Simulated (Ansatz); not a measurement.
**Te (hcp type): how the settings move a single-point run**

Aim: see which settings change the result for Te (hcp type), by how much, and at what cost.

Computed with Ansatz 0.2.0 (reference: DFT, PBE, PAW with Ansatz's default frozen-core files, scalar-relativistic, unless a step's input says otherwise).

## Step 1: The structure to begin with

Symmetry: P6_3/mmc, No. 194, hexagonal system. The conventional cell has a = 2.635 Å, b = 2.635 Å, c = 4.188 Å, α = 90.00°, β = 90.00°, γ = 120.00°. Around Te (site symmetry -6m2) lie 12 Te at 2.59 to 2.63 Å.

As a file:

```cif
data_structure
_symmetry_space_group_name_H-M 'P 1'
_symmetry_Int_Tables_number 1
_cell_length_a 2.6347
_cell_length_b 2.6347
_cell_length_c 4.1884
_cell_angle_alpha 90.000
_cell_angle_beta 90.000
_cell_angle_gamma 120.000
_cell_volume 25.18
loop_
_atom_site_label
_atom_site_type_symbol
_atom_site_fract_x
_atom_site_fract_y
_atom_site_fract_z
_atom_site_occupancy
Te1 Te 0.33333 0.66667 0.25000 1
Te2 Te 0.66667 0.33333 0.75000 1
```

## Step 2: Reference

The input, input.yaml:

```yaml
crystal:
  lattice:
    - [2.6347449517, 0.0, 0.0]
    - [-1.3173724759, 2.2817560606, 0.0]
    - [0.0, 0.0, 4.1884026115]
  atoms:
    - { symbol: Te, position: [0.3333333333, 0.6666666667, 0.25] }
    - { symbol: Te, position: [0.6666666667, 0.3333333333, 0.75] }
kpoints:
  mp_grid: { grid: [14, 14, 8] }
scf:
  occupations: { method: fermi_dirac, width: 0.1 }
hamiltonian:
  xc: pbe
  pseudopotentials: { kind: paw, partial_waves: polarizable }
output:
  forces: true
  stress: true
  eigenvalues: true
```

Started as:

```sh
$ ansatz run input.yaml --threads 1 --pin off --max-ram 2048MiB --backend cpu --events-out ev --progress --plain --runs-dir out
```

## Step 3: Changing settings: mp_grid.grid [11, 11, 6], ecutwfc 300 eV

input.yaml, as its differences from that of step 2:

```diff
@@ -9,3 +9,3 @@
 kpoints:
-  mp_grid: { grid: [14, 14, 8] }
+  mp_grid: { grid: [11, 11, 6] }
 scf:
@@ -19 +19,7 @@
   eigenvalues: true
+  write_density: true
+  write_potential: true
+  elf: true
+  volumetric_format: npy
+basis:
+  ecutwfc: "300 eV"
```

What does the calculation give? Wanted: for each run, ending; energy change; pressure; gap; force.

As calculated:

| run | ending | energy change | pressure (GPa) | gap (eV) | force (eV/Å) | cycles | time |
| --- | --- | --- | --- | --- | --- | --- | --- |
| reference | converged | 0 | 292.8 | 0.00 | 0.00 | 6 | 2.3 s |
| 1: mp_grid.grid [11, 11, 6], ecutwfc 300 eV | converged | +65.1 meV/atom | 293.2 | 0.00 | 0.00 | 6 | 1.3 s |

Times don't compare one to one where runs were asked for different outputs or read a saved state (see the inputs); cycles may leave out searches for a lower state.

Residual by cycle in the longest SCF loop of each run; runs are numbered as in the table. The quantity is the density residual dr2, in eV.

| cycle | reference | run 1 |
| --- | --- | --- |
| 1 | 0.0206 | 0.0265 |
| 2 | 0.00778 | 0.00955 |
| 3 | 2.1e-5 | 3.1e-5 |
| 4 | 1.8e-6 | 3.0e-6 |
| 5 | 6.1e-9 | 7.2e-9 |
| 6 | 8.1e-11 | 1.2e-10 |

What this shows: Changing the k-point mesh and cutoff moves the energy by +65.1 meV/atom, and the pressure goes from 292.8 to 293.2 GPa. More than one kind of setting changed, and this run alone doesn't tell their shares apart. The log warns that the cutoff is under what these potentials recommend, so the shift holds truncation error. Semilocal functionals close small gaps, so the missing gap need not be the real solid's. Run 1 ran under the cutoff that the potentials recommend, as the log warns, so basis error is mixed into its values. The structure is not at rest: the sound run finds 293 GPa, so these are no properties of the relaxed crystal. 
